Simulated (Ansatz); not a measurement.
## Perturbing TaSi2

Base: an entry of the Crystallography Open Database (COD), whose atoms a relaxation with PBE at fixed cell left in place.

```
CELL_PARAMETERS angstrom
4.78390 0.00000 0.00000
-2.39195 4.14298 0.00000
0.00000 0.00000 6.57000
ATOMIC_POSITIONS crystal
Ta 0.50000 0.00000 0.00000
Ta 0.50000 0.50000 0.66667
Ta 0.00000 0.50000 0.33333
Si 0.15897 0.31794 0.00000
Si 0.84103 0.15897 0.66667
Si 0.68206 0.84103 0.33333
Si 0.84103 0.68206 0.00000
Si 0.15897 0.84103 0.66667
Si 0.31794 0.15897 0.33333
```

Atoms are numbered from 1 in the order listed; like atoms form one site, named after its first atom.

All values are calculated (Ansatz; DFT, PBE, plane waves and PAW, scalar-relativistic, 420 eV cutoff, Γ-centred 11×11×7 k-points, Fermi–Dirac smearing 0.05 eV), not measured.

Gradients in 10²¹ V/m²:

| site | atoms | V_zz base | η base | V_zz variant | η variant |
| --- | --- | --- | --- | --- | --- |
| Ta | 1, 2, 3 | 6.53 | 0.81 | 8.97 | 0.17 |
| Si | 4, 5, 6, 7, 8, … | -2.76 | 0.50 | -3.13 | 0.38 |

Problem. Which change was made?
A. volume scaled by 1.06, ions relaxed
B. z compressed by 2 %, ions relaxed
C. volume scaled by 0.98, ions relaxed
D. z stretched by 3 %, ions relaxed

Solution. B. The largest change of V_zz is on Ta, from 6.53 to 8.97. In per cent, |V_zz| changes by +37 on Ta, +13 on Si (all sites that start above 2). On Ta V_xx and V_yy change places (or their axes turn by over 50°), so the two values of η hide a larger change.

The run finds no gap above 0.1 eV (a metal, or nearly one), so the gradients can move by 10 % or more with the k-mesh. Without spin–orbit coupling the gradients at and beside Ta can be off by some per cent, at some sites by more. With these PAW files V_zz is typically within 2 to 3 % of all-electron values, but misses above 10 % occur on Ta.
For the variant: At this changed cell the PBE pressure is 7 GPa.
